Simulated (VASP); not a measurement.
# Sb (Fd-3m) in VASP: notebook

One crystal, Sb, is run at these levels: r2SCAN0, r2SCAN; tasks: single point.

All numbers are computed with VASP 6.6.1; they aren't measurements. Logs are shortened: lines on timing, memory, paths and dates and some standing lists are left out, and cuts for length are marked.

## Step 1: The structure

It takes space group Fd-3m (No. 227, cubic). The conventional cell has a = 6.948 Å, b = 6.948 Å, c = 6.948 Å, α = 90.00°, β = 90.00°, γ = 90.00°. Sb (site symmetry -43m) has 4 Sb at 3.01 Å as nearest neighbours.

This isn't the form of Sb at room conditions, which is rhombohedral.

## Step 2: Single point, r2SCAN0

POSCAR

```
Sb
1.0
    0.0000000000      3.4741300437      3.4741300437
    3.4741300437      0.0000000000      3.4741300437
    3.4741300437      3.4741300437      0.0000000000
Sb
2
Direct
    0.1250000000      0.1250000000      0.1250000000
    0.8750000000      0.8750000000      0.8750000000
```

INCAR.step1

```
SYSTEM = Sb
  PREC = Accurate
  ENCUT = 520
  EDIFF = 1E-5
  ISMEAR = -1
  SIGMA = 0.1
  LREAL = .False.
  LASPH = .True.
  NELM = 100
  ALGO = Normal
  ISIF = 2
  LWAVE = .True.
  LCHARG = .False.
  NBANDS = 12
  GGA = PE
```

INCAR.step2

```
SYSTEM = Sb
  PREC = Accurate
  ENCUT = 520
  EDIFF = 1E-7
  ISMEAR = -1
  SIGMA = 0.1
  LREAL = .False.
  LASPH = .True.
  NELM = 100
  ALGO = Normal
  ISIF = 2
  LWAVE = .False.
  LCHARG = .False.
  METAGGA = R2SCAN
  LHFCALC = .True.
  AEXX = 0.25
  LMIXTAU = .True.
  PRECFOCK = Normal
  HFRCUT = -1
  NBANDS = 12
  ISTART = 1
```

KPOINTS

```
regular mesh
0
Gamma
  4 4 4
  0 0 0
```

Potentials or basis: VASP PAW PBE potentials, release 64 (Sb).

Run with:

```
> cat potpaw_PBE.64/Sb/POTCAR > POTCAR
> cp INCAR.step1 INCAR
> mpirun -np 1 vasp_std > vasp.out
> cp INCAR.step2 INCAR
> mpirun -np 1 vasp_std > vasp.out
```

OUTCAR:

```text
SYSTEM = Sb
   PREC = Accurate
   ENCUT = 520
   EDIFF = 1E-7
   ISMEAR = -1
   LREAL = .False.
   LASPH = .True.
   NELM = 100
   ISIF = 2
   METAGGA = R2SCAN
   LHFCALC = .True.
   AEXX = 0.25
   PRECFOCK = Normal
   ISTART = 1

 ion  position               nearest neighbor table
   1  0.125  0.125  0.125-   2 3.01   2 3.01   2 3.01   2 3.01
   2  0.875  0.875  0.875-   1 3.01   1 3.01   1 3.01   1 3.01

  LATTYP: Found a face centered cubic cell.
 ALAT       =     6.9482600874

  Lattice vectors:

 A1 = (   0.0000000000,   3.4741300437,   3.4741300437)
 A2 = (   3.4741300437,   0.0000000000,   3.4741300437)
 A3 = (   3.4741300437,   3.4741300437,   0.0000000000)

Analysis of symmetry for initial positions (statically):
=====================================================================
 Subroutine PRICEL returns:
 Original cell was already a primitive cell.

 Routine SETGRP: Setting up the symmetry group for a
 face centered cubic supercell.

 Subroutine GETGRP returns: Found 48 space group operations
 (whereof 12 operations were pure point group operations)
 out of a pool of 48 trial point group operations.

The static configuration has the point symmetry D_3d.
 The point group associated with its full space group is O_h .

Analysis of symmetry for dynamics (positions and initial velocities):
=====================================================================
 Subroutine PRICEL returns:
 Original cell was already a primitive cell.

 Routine SETGRP: Setting up the symmetry group for a
 face centered cubic supercell.

 Subroutine GETGRP returns: Found 48 space group operations
 (whereof 12 operations were pure point group operations)
 out of a pool of 48 trial point group operations.

The dynamic configuration has the point symmetry D_3d.
 The point group associated with its full space group is O_h .

 Subroutine INISYM returns: Found 48 space group operations
 (whereof 12 operations are pure point group operations),
 and found     1 'primitive' translations

----------------------------------------------------------------------------------------

                                     Primitive cell

  volume of cell :      83.8626

  direct lattice vectors                    reciprocal lattice vectors
     0.000000000  3.474130044  3.474130044    -0.143920922  0.143920922  0.143920922
[... 86 lines left out ...]
   IALGO  =     38    algorithm
   IMIX   =      1    mixing-type and parameters
     AMIX     =   0.40;   BMIX     =  1.00
     AMIX_MAG =   1.60;   BMIX_MAG =  1.00
  volume/ion in A,a.u.               =      41.93       282.97
  Fermi-wavevector in a.u.,A,eV,Ry     =   0.805784  1.522711  8.834103  0.649288
  Thomas-Fermi vector in A             =   1.914094
   LORBIT       =      0    0 simple, 1 ext, 2 COOP (PROOUT), +10 PAW based schemes
   METAGGA = R2SCAN    functional components
   LHFCALC =     T    Hartree Fock is set to
   PRECFOCK=normal    Normal, Fast or Accurate (Low or Medium for compatibility)
   ENCUT4O =  -1.0   cutoff for four orbital integrals eV
   NKREDX  =     1    reduce k-point grid by
   NKREDY  =     1    reduce k-point grid by
   NKREDZ  =     1    reduce k-point grid by
   AEXX    =    0.2500 exact exchange contribution
   HFSCREEN=    0.0000 screening length (either q_TF or 0.3 A-1)
   HFSCREENC=   0.0000 screening length for correlation (either q_TF or 0.3 A-1)
   ENCUTFOCK=  -1.0 apply spherical cutoff to Coloumb kernel
   IVDW    =     0    specifies the selected vdW correction
   LEPSILON=     F    determine dielectric tensor
   LRPA    =     F    only Hartree local field effects (RPA)
 non-spin polarized calculation
  energy-cutoff  :      520.00
  volume of cell :       83.86
 maximum number of plane-waves:      2276
 NGX is ok and might be reduce to    40
  NGX = 28; NGY = 28; NGZ = 28

 number of electron       9.9999999 magnetization

 Free energy of the ion-electron system (eV)
  ---------------------------------------------------
  ext. energy  EPLUGINS =         0.00000000
  ---------------------------------------------------
  free energy    TOTEN  =       -43.01768108 eV

  energy without entropy =      -43.00297969  energy(sigma->0) =      -43.01033039

 E-fermi :   3.6100     XC(G=0):  -6.6038

 val. band max:        3.6047576335   @ k =   0.2500   0.2500   0.0000
 cond. band min:       4.7877017468   @ k =   0.0000   0.0000   0.0000
 fundamental gap:      1.1829441133
 Fermi energy:         3.6100200431

 k-point     1 :       0.0000    0.0000    0.0000
  band No.  band energies     occupation
      1      -9.9107      2.00000
      2      -2.4595      2.00000
      3       1.2358      2.00000
      4       1.2358      2.00000
      5       1.2358      2.00000
      6       4.7877      0.00002
      7       4.7877      0.00002
      8       4.7877      0.00002
      9       8.6646      0.00000
     10      11.2518      0.00000
     11      11.2518      0.00000
     12      12.5646      0.00000
[... 91 lines left out ...]
 k-point     8 :      -0.2500    0.5000    0.2500
  band No.  band energies     occupation
      1      -7.3313      2.00000
      2      -7.3313      2.00000
      3      -1.0671      2.00000
      4      -1.0671      2.00000
      5       5.0462      0.00000
      6       5.0462      0.00000
      7       7.1390      0.00000
      8       7.1390      0.00000
      9      10.9763      0.00000
     10      10.9763      0.00000
     11      13.1327      0.00000
     12      13.1327      0.00000

------------------------ aborting loop because EDIFF is reached ----------------------------------------

  FORCE on cell =-STRESS in cart. coord.  units (eV):
  Direction    XX          YY          ZZ          XY          YZ          ZX
  --------------------------------------------------------------------------------------
  -------------------------------------------------------------------------------------
  Total       -1.1753894     -1.1753894     -1.1753894     -0.0000000     -0.0000000     -0.0000000
  in kB      -22.4555725    -22.4555725    -22.4555725     -0.0000000     -0.0000000     -0.0000000
  external PRESSURE =     -22.4555725 kB  Pullay stress =       0.0000000 kB

 VOLUME and BASIS-vectors are now :
 -----------------------------------------------------------------------------
  energy-cutoff  :      520.00
  volume of cell :       83.86
      direct lattice vectors                 reciprocal lattice vectors
     0.000000000  3.474130044  3.474130044    -0.143920922  0.143920922  0.143920922
     3.474130044  0.000000000  3.474130044     0.143920922 -0.143920922  0.143920922
     3.474130044  3.474130044  0.000000000     0.143920922  0.143920922 -0.143920922

 POSITION                                       TOTAL-FORCE (eV/Angst)
 -----------------------------------------------------------------------------------
      0.86853      0.86853      0.86853        -0.000000      0.000000     -0.000000
      6.07973      6.07973      6.07973         0.000000     -0.000000      0.000000
 -----------------------------------------------------------------------------------
    total drift:                               -0.000000     -0.000000     -0.000000

  FREE ENERGIE OF THE ION-ELECTRON SYSTEM (eV)
  ---------------------------------------------------
  free  energy   TOTEN  =       -43.0176810808 eV

  energy  without entropy=      -43.0029796905  energy(sigma->0) =      -43.01033039
```

Wall time 15 min (1 thread of Intel Xeon Platinum 8375C at 2.90GHz (Ice Lake), shared host); peak memory 0.26 GiB.

What came out:

| Item | Value |
| --- | --- |
| Free energy | -43.0177 eV |
| Pressure | -2.2 GPa |
| Band gap on the k mesh | none (metal or under the smearing width) |

Levels at points of the mesh, in eV from the Fermi level:
| k point | band 3 | band 4 | band 5 | band 6 | band 7 | band 8 |
| --- | --- | --- | --- | --- | --- | --- |
| (0.00, 0.00, 0.00) | -2.37 | -2.37 | -2.37 | 1.18 | 1.18 | 1.18 |
| (0.50, 0.00, 0.00) | -3.32 | -3.32 | -2.72 | 2.39 | 2.39 | 5.25 |
| (0.50, 0.50, 0.00) | -4.30 | -4.30 | -0.51 | -0.51 | 5.50 | 5.50 |

Caveat: the k mesh is coarse (spacing up to 0.39 Å⁻¹), so the values aren't converged, least of all with exact exchange; the PAW data sets were made with another functional, which shifts forces and pressure a little. Spin-orbit coupling is left out, which matters for the levels of Sb.

## Step 3: Single point, r2SCAN

POSCAR is that of step 2.

INCAR.step1

```
SYSTEM = Sb
PREC     = Accurate       ! precision mode
ENCUT    = 520            ! plane-wave cutoff, eV
ISMEAR   = -1             ! smearing method
SIGMA    = 0.1            ! smearing width, eV
LREAL    = .False.        ! projectors in reciprocal space
LASPH    = .True.         ! aspherical terms in the spheres
NELM     = 80             ! most SCF steps
NBANDS   = 12             ! bands
GGA      = PE             ! functional
ALGO     = Normal         ! electronic algorithm
EDIFF    = 1E-4           ! SCF threshold, eV
LWAVE    = .True.         ! write WAVECAR
LCHARG   = .False.        ! write CHGCAR
```

INCAR.step2

```
SYSTEM = Sb
PREC     = Accurate       ! precision mode
ENCUT    = 520            ! plane-wave cutoff, eV
EDIFF    = 1E-7           ! SCF threshold, eV
ISMEAR   = -1             ! smearing method
SIGMA    = 0.1            ! smearing width, eV
LREAL    = .False.        ! projectors in reciprocal space
LASPH    = .True.         ! aspherical terms in the spheres
NELM     = 80             ! most SCF steps
ALGO     = Normal         ! electronic algorithm
ISIF     = 2              ! what is computed and relaxed
LWAVE    = .False.        ! write WAVECAR
LCHARG   = .True.         ! write CHGCAR
METAGGA  = R2SCAN         ! meta-GGA
LMIXTAU  = .True.       
LELF     = .True.         ! ELF
LVHAR    = .True.       
NBANDS   = 12             ! bands
ISTART   = 1
```

KPOINTS

```
Automatic mesh
0
Gamma
  4 4 4
  0 0 0
```

Potentials or basis: VASP PAW PBE potentials, release 64 (Sb).

Run with:

```
> cat potpaw_PBE.64/Sb/POTCAR > POTCAR
> cp INCAR.step1 INCAR
> mpirun -np 1 vasp_std > vasp.out
> cp INCAR.step2 INCAR
> mpirun -np 1 vasp_std > vasp.out
```

It took 70 s on 1 thread of Intel Xeon Platinum 8375C at 2.90GHz (Ice Lake), shared host; peak memory 0.23 GiB.

Results (log left out):

| Item | Value |
| --- | --- |
| Free energy | -50.7957 eV |
| Pressure | -0.9 GPa |
| Band gap on the k mesh | none (metal or under the smearing width) |

Levels at points of the mesh, in eV from the Fermi level:
| k point | band 2 | band 3 | band 4 | band 5 | band 6 | band 7 | band 8 | band 9 |
| --- | --- | --- | --- | --- | --- | --- | --- | --- |
| (0.00, 0.00, 0.00) | -5.17 | -1.79 | -1.79 | -1.79 | 0.68 | 0.68 | 0.68 | 4.47 |
| (0.50, 0.00, 0.00) | -8.24 | -2.62 | -2.62 | -2.11 | 1.80 | 1.80 | 4.44 | 6.17 |
| (0.50, 0.50, 0.00) | -9.60 | -3.51 | -3.51 | -0.28 | -0.28 | 4.61 | 4.61 | 6.72 |

Caveat: the k mesh is coarse (spacing up to 0.39 Å⁻¹), so the values aren't converged; the PAW data sets were made with another functional, which shifts forces and pressure a little.
